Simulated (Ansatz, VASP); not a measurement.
## Al: VASP beside Ansatz

INCAR

```
ALGO = Normal
EDIFF = 1E-7
ENCUT = 520
GGA = PE
ISIF = 2
ISMEAR = 0
LASPH = T
LCHARG = F
LREAL = F
LWAVE = F
NBANDS = 8
NELM = 60
PREC = Accurate
SIGMA = 0.1
```

KPOINTS

```
k-points
0
Gamma
  10 10 10
```

File POSCAR:

```
Al
1.0
    0.0000000000      2.0415396845      2.0415396845
    2.0415396845      0.0000000000      2.0415396845
    2.0415396845      2.0415396845      0.0000000000
Al
1
Direct
    0.0000000000      0.0000000000      0.0000000000
```

Input for Ansatz:

```yaml
crystal:
  lattice:
    - [0.0, 2.041539684514997, 2.041539684514997]
    - [2.041539684514997, 0.0, 2.041539684514997]
    - [2.041539684514997, 2.041539684514997, 0.0]
  atoms:
    - { symbol: Al, position: [0.0, 0.0, 0.0] }
basis:
  ecutwfc: 500.0
kpoints:
  mp_grid:
    grid: [10, 10, 10]
hamiltonian:
  xc: pbe
  pseudopotentials:
    kind: paw
scf:
  occupations:
    method: gaussian
    width: 0.1
output:
  stress: true
```

Alike in both runs: task single point; functional PBE; k mesh 10 × 10 × 10; occupations gaussian, width 0.1 eV; no spin polarisation.

```csv
,VASP,Ansatz
version,VASP 6.6.1,Ansatz 0.2.0
potentials or method,"VASP PAW PBE potentials, release 64 (Al)","plane waves, PAW"
plane-wave cutoff (eV),520,500
valence electrons in the cell,3,3
```

```csv
,VASP,Ansatz,Ansatz less VASP
pressure (GPa),-2.1,-2.1,+0.02
```

The functional is the same, so the differences come from potentials, cutoffs and numerics.
